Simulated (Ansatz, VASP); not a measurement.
# One calculation of Pt, two programs

Contents of INCAR:

```
PREC = Accurate
ENCUT = 600
EDIFF = 1E-6
ISMEAR = 0
SIGMA = 0.1
LREAL = False
LASPH = True
NELM = 100
ALGO = Fast
ISIF = 3
LWAVE = False
LCHARG = False
GGA = PE
IVDW = 12
IBRION = 2
NSW = 100
EDIFFG = -0.005
```

Contents of KPOINTS:

```
Automatic mesh
0
Gamma
  18 18 10
```

POSCAR

```
Pt
1.0
    2.7298879114      0.0000000000      0.0000000000
   -1.3649439557      2.3641522807      0.0000000000
    0.0000000000      0.0000000000      4.7284955508
Pt
2
Direct
    0.6666666667      0.3333333333      0.7500000000
    0.3333333333      0.6666666667      0.2500000000
```

Input for Ansatz:

```yaml
crystal:
  lattice:
    - [2.7298879114, 0.0, 0.0]
    - [-1.3649439557, 2.3641522807, 0.0]
    - [0.0, 0.0, 4.7284955508]
  atoms:
    - { symbol: Pt, position: [0.6666666667, 0.3333333333, 0.75] }
    - { symbol: Pt, position: [0.3333333333, 0.6666666667, 0.25] }
basis:
  ecutwfc: 420
kpoints:
  mp_grid: { grid: [18, 18, 10] }
hamiltonian:
  xc: pbe
  dispersion: d3bj
scf:
  occupations: { method: gaussian, width: 0.1 }
output:
  forces: true
  stress: true
  eigenvalues: true
relax:
  adjacent_minimum: "off"
  f_tol: 0.005
  max_steps: 80
  cell: { stress_tol: 0.05 }
```

This isn't the form of Pt at room conditions, which is fcc.

Alike in both runs: task relaxation of cell and atoms; functional PBE; dispersion D3(BJ); k mesh 18 × 18 × 10; occupations gaussian, width 0.1 eV; no spin polarisation.

|  | VASP | Ansatz |
| --- | --- | --- |
| version | VASP 6.6.1 | Ansatz 0.2.0 |
| potentials or method | VASP PAW PBE potentials, release 64 (Pt) | scalar-relativistic, plane waves, PAW |
| plane-wave cutoff (eV) | 600 | 420 |
| valence electrons in the cell | 20 | 36 |

|  | VASP | Ansatz | Ansatz less VASP |
| --- | --- | --- | --- |
| gap on the k mesh at the Fermi level, each at its own relaxed structure (eV) | none | none | - |
| relaxed volume (Å³/atom) | 15.23 | 15.26 | +0.026 |
| relaxed cell length with the largest relative difference (Å) | 4.710 | 4.715 | +0.0051 |

A gap of «none» marks a metal or a gap that the smearing closes. The two sets of potentials don't hold the same shells in valence.

Caveats: pairwise dispersion overbinds metals, which lowers pressure and volume. Spin-orbit coupling is left out, which matters for the levels of Pt.
